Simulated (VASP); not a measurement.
Here is a VASP 6.6.1 calculation.

The input INCAR:

```
PREC = Accurate
ENCUT = 520
EDIFF = 1E-6
ISMEAR = 0
SIGMA = 0.05
LREAL = False
LASPH = True
NELM = 100
ALGO = Normal
ISIF = 2
LWAVE = False
LCHARG = False
GGA = PE
NBANDS = 16
```

The input KPOINTS:

```
Automatic mesh
0
Gamma
  6 6 6
```

The input POSCAR:

```
GaSb
1.0
    0.0000000000      3.0691628654      3.0691628654
    3.0691628654      0.0000000000      3.0691628654
    3.0691628654      3.0691628654      0.0000000000
Ga Sb
1 1
Direct
    0.0000000000      0.0000000000      0.0000000000
    0.7500000000      0.7500000000      0.7500000000
```

Potentials or basis: VASP PAW PBE potentials, release 64 (Ga_d, Sb).

Command:

```bash
$ cat potpaw_PBE.64/Ga_d/POTCAR potpaw_PBE.64/Sb/POTCAR > POTCAR
$ mpirun -np 1 vasp_std > vasp.out
```

(1) Estimate the band gap on the k mesh.

(2) Estimate the pressure.

## Answers

(1) zero (filled and empty bands touch).

(2) 2.0 GPa.

Caveat: spin-orbit coupling is left out, which moves the levels of the heavy elements.

**What was measured.**

From a printed reference work, data compilation, for a bulk crystal of GaSb at 4.2 K: band gap 0.811 eV (direct).

A measured gap of GaSb is 0.811 eV (direct; 4.2 K; a printed reference work, data compilation); the calculated 0.00 eV misses it by -0.81 eV. Spin-orbit coupling on Ga, Sb is left out. The value is that of PBE on a finite k mesh, which can miss the band edges, without temperature or zero-point motion. Semilocal functionals fall short of measured gaps as a rule.
